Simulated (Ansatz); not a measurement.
**TiTe2: a single-point run**

The task is a single-point run on TiTe2. The structure is shown as the input types it. The cell is built on a prototype (3R-MoS2 type) and needn't be the phase found in nature.

Computed with Ansatz 0.2.0 (density functional or hybrid calculation with the settings of its input, plane waves (as first typed), unless a step's input says otherwise).

## Step 1: The starting structure

Symmetry: R3m, No. 160, trigonal system. Conventional cell: a = 3.760 Å, b = 3.760 Å, c = 20.445 Å, α = 90.00°, β = 90.00°, γ = 120.00°. Around Ti (site symmetry 3m) lie 6 Te at 2.78 to 2.80 Å. Around Te (site symmetry 3m) lie 3 Ti at 2.80 Å. Te (site symmetry 3m) is surrounded by 3 Ti at 2.78 Å.

Structure file:

```
Ti Te
1.0
     1.88006    1.08545    6.81515
    -1.88006    1.08545    6.81515
     0.00000   -2.17091    6.81515
Ti Te
1 2
Direct
  0.99969 0.99969 0.99969
  0.41913 0.41913 0.41913
  0.24784 0.24784 0.24784
```

## Step 2: The calculation

File input.yaml:

```yaml
crystal:
  lattice:
    - [1.8800618773, 1.085454231, 6.8151508306]
    - [-1.8800618773, 1.085454231, 6.8151508306]
    - [0.0, -2.170908462, 6.8151508306]
  atoms:
    - { symbol: Ti, position: [-0.0003050363, -0.0003050363, -0.0003050363] }
    - { symbol: Te, position: [0.4191340031, 0.4191340031, 0.4191340031] }
    - { symbol: Te, position: [0.2478376999, 0.2478376999, 0.2478376999] }
kpoints:
  mp_grid: { grid: [6, 6, 6] }
hamiltonian:
  xc: pbe
scf:
  occupations: { method: fermi_dirac, width: 0.02 }
  n_extra_bands: 4
  max_iter: 90
output:
  forces: true
  stress: true
  eigenvalues: true
basis:
  ecutrho_ratio: 1
```

The run is started by

```console
> ansatz run input.yaml --threads 4 --pin off --max-ram 3686MiB --backend cpu --events-out ev --progress --plain --runs-dir out
```

Q: Will this input give a usable result? If not, why, and what should change?

This run ends as converged, with warnings (cutoff below recommended). Its log warns: «basis.ecutrho_ratio = 1 (ecutrho = 420 eV) is below the records' recommended 1680 eV»

The suspect setting: basis.ecutrho_ratio is 1. The density cutoff must be at least four times the energy cutoff of the waves.

Run again and compare: delete basis.ecutrho_ratio (the default then holds).
